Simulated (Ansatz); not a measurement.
Relaxed bulk Pt:

Space group Fm-3m (No. 225). a = 3.970 Å, b = 3.970 Å, c = 3.970 Å, α = 90.00°, β = 90.00°, γ = 90.00°
```
atom site symmetry x y z
  Pt    4a m-3m  0.0000  0.0000  0.0000
```

Miller indices refer to the conventional cell of Fm-3m (No. 225), a = 3.970 Å, b = 3.970 Å, c = 3.970 Å, α = 90.00°, β = 90.00°, γ = 90.00°.

The (111) slab of 5 planes, 9.2 Å thick with 15 Å of vacuum as cut; outer planes Pt (top) and Pt (bottom).

Method: Ansatz, DFT PBE, scalar-relativistic, plane waves, PAW. Plane waves to 420 eV, a k mesh through Γ of 12×12×1 on the computed 5-atom cell and Gaussian smearing (0.10 eV); no spin polarisation. The cell repeats along c with a dipole correction in the vacuum.

Results for the relaxed slab:

```yaml
Surface_energy_mean_of_both_faces: 1.49 J/m²
Work_function: 5.69 eV
```

Relaxation lowers the energy by 0.008 J/m² a face; the largest move is 0.026 Å.

| plane (bottom to top) | atoms | spacing to next, bulk (Å) | relaxed (Å) | change (%) |
| --- | --- | --- | --- | --- |
| 1 | Pt | 2.292 | 2.311 | +0.8 |
| 2 | Pt | 2.292 | 2.266 | -1.1 |
| 3 | Pt | 2.292 | 2.266 | -1.1 |
| 4 | Pt | 2.292 | 2.311 | +0.8 |
| 5 | Pt |  |  |  |

Spin–orbit coupling is left out, which can shift energies with elements as heavy as these.